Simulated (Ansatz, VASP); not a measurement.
**Ni in VASP and in Ansatz**

```
CELL_PARAMETERS angstrom
-2.11278 2.11278 1.14495
2.11278 -2.11278 1.14495
2.11278 2.11278 -1.14495
ATOMIC_POSITIONS crystal
Ni 0.62500 0.87500 0.75000
Ni 0.37500 0.12500 0.25000
```

Change from the starting cell: volume scaled by 0.85, LAPW.

Alike in both runs: task single point; functional PBE; k mesh 20 × 20 × 20; occupations fermi-dirac, width 0.1 eV; collinear spin.

|  | VASP | Ansatz |
| --- | --- | --- |
| version | VASP 6.6.1 | Ansatz 0.2.0 |
| potentials or method | VASP PAW PBE potentials, release 64 (Ni), cutoff 520 eV | all-electron LAPW, scalar-relativistic |

Ansatz gave:

* pressure (GPa): 36.1
* largest component of the traceless stress (GPa): 0.07
* net moment per atom (μB): 0.00

Problem. Estimate VASP's values.

Solution. Pressure (GPa): 35.4; largest component of the traceless stress (GPa): 0.03; net moment per atom (μB): 0.00.

Ansatz ran all-electron here, so the differences hold the error of VASP's frozen core and of both bases. Ansatz warned: «seeded_moment_not_kept».

Caveats: so large a pressure means that the cell lies far from this level's equilibrium, or that cutoff or potentials fall short (VASP).
